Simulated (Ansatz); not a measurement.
# HgSn2Se3 (Hg on 33 % of the Sn sites, one arrangement): which shell does photoemission see at 21.2 and 150 eV? (PBEsol)

The valence band of HgSn2Se3 (Hg on 33 % of the Sn sites, one arrangement) mixes several shells. Work out by hand which one leads the spectrum's area at each photon energy.

Filled states come from the projected DOS of Ansatz 0.2.0 (PBEsol, plane waves); cross sections σ and asymmetry parameters β are those of free atoms in a Dirac–Hartree–Slater calculation. A shell's area is states × σ × angular factor, which is 1 + β·P₂(cos θ) for linear light, with θ = 30° from the polarisation and P₂ = 0.625.

**At 21.2 eV** (states counted from 11.2 eV below the zero; other shells add 9.3 to the products' sum of 162):

| shell | filled states a cell | cross section (Mb an electron) | β | angular factor | product | share by hand (%) | share in the simulated spectrum (%) |
| --- | --- | --- | --- | --- | --- | --- | --- |
| Hg 5d | 19.80 | 1.94 | -0.18 | 0.89 | 34.1 | 21 | 21 |
| Sn 5s | 6.96 | 0.00908 | -0.99 | 0.38 | 0.024 | 0 | 0 |
| Sn 4d | 0.04 | 0 | 0.00 | 1.00 | 0 | 0 | 0 |
| Se 4s | 1.07 | 0 | 0.00 | 1.00 | 0 | 0 | 0 |
| Se 4p | 27.16 | 2.04 | 1.83 | 2.14 | 119 | 73 | 73 |

**At 150 eV** (states counted from 23.3 eV below the zero; other shells add 0.11 to the products' sum of 4.59):

| shell | filled states a cell | cross section (Mb an electron) | β | angular factor | product | share by hand (%) | share in the simulated spectrum (%) |
| --- | --- | --- | --- | --- | --- | --- | --- |
| Hg 5d | 19.91 | 0.034 | 1.89 | 2.18 | 1.47 | 32 | 32 |
| Sn 5s | 7.38 | 0.02 | 1.97 | 2.23 | 0.329 | 7 | 7 |
| Sn 4d | 39.99 | 0.0356 | -0.77 | 0.52 | 0.742 | 16 | 16 |
| Se 4s | 11.17 | 0.04 | 2.00 | 2.25 | 1 | 22 | 22 |
| Se 4p | 27.25 | 0.0213 | 0.98 | 1.61 | 0.936 | 20 | 21 |

Se 4p leads at 21.2 eV and Hg 5d at 150 eV. Between the two energies σ of Se 4p changes by a factor 0.010 and that of Hg 5d by 0.017, so their ratio moves 1.7-fold in favour of the second. The simulated spectrum uses the same rule on the energy-resolved DOS, so the two share columns agree within a few points.

The angular factor decides the lead at one of the energies. Only crystals where the two columns agree within 4 points and the lead is clear are worked in this form. Free-atom cross sections ignore the solid's final states, no escape depth or background enters, and the count of states a shell hangs on the projection.
